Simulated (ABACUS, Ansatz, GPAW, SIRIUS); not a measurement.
The bulk modulus of KTaO3, sorted by core time

```
CELL_PARAMETERS angstrom
3.98830 0.00000 0.00000
0.00000 3.98830 0.00000
0.00000 0.00000 3.98830
ATOMIC_POSITIONS crystal
Ta 0.00000 0.00000 0.00000
K 0.50000 0.50000 0.50000
O 0.00000 0.00000 0.50000
O 0.00000 0.50000 0.00000
O 0.50000 0.00000 0.00000
```

| rung | level | program and potentials | cutoff (eV) | k mesh | smearing | core time | chip | bulk modulus (GPa) | notes |
| --- | --- | --- | --- | --- | --- | --- | --- | --- | --- |
| GGA | PBEsol | Ansatz, Ansatz PAW | 420 | 7 × 7 × 7 | fermi-dirac 0.05 | 12 s | Intel Xeon | 202.8 | potentials made for PBE, which Ansatz adapts in part |
| GGA | PBE | Ansatz, Ansatz PAW | 420 | 7 × 7 × 7 | fermi-dirac 0.05 | 22 s | Intel Xeon | 187.8 | - |
| meta-GGA | r2SCAN | Ansatz, Ansatz PAW | 500 | 7 × 7 × 7 | fermi-dirac 0.05 | 28 s | Intel Xeon | 209.0 | potentials made for PBE, which Ansatz adapts in part |
| LDA | LDA | GPAW, PAW data sets generated for this functional | 800 | 6 × 6 × 6 | fermi-dirac 0.05 | 2.8 min | Intel Xeon 6975P-C Granite Rapids | 218.0 | - |
| GGA | PBEsol | ABACUS, PseudoDojo NC SR 0.4 PBEsol stringent, plane waves | 1796 | 6 × 6 × 6 | fermi-dirac 0.05 | 4.5 min | AMD EPYC 9R45 Zen 5 | 202.0 | fit through 4 volumes |
| GGA | PBEsol | Ansatz, all-electron LAPW, scalar-relativistic | - | 7 × 7 × 7 | fermi-dirac 0.05 | 6.7 min | Intel Xeon Platinum 8375C Ice Lake | 201.4 | - |
| GGA | PBE | SIRIUS, PseudoDojo 0.4.1 PBE standard (scalar relativistic) | 1152 | 7 × 7 × 7 | fermi-dirac 0.05 | 16 min | Arm Neoverse V2 | 187.9 | - |

Times are single runs on shared hosts and different chips, so they are rough; meshes, cutoffs and the tasks' sizes weigh on the time. Task: equation of state. All rows: no spin polarisation. Smearing widths are in eV. The cell comes from a database and isn't always the measured one. Meshes differ between rows, which moves values too. Meshes are those of the run's cell of 5 atoms unless a note names another. Runs on faulty files, with rough fits or with known faults for this quantity aren't shown. No row holds spin-orbit coupling.

By rung: LDA 218.0; GGA 187.8 to 202.8; meta-GGA 209.0 (GPa).
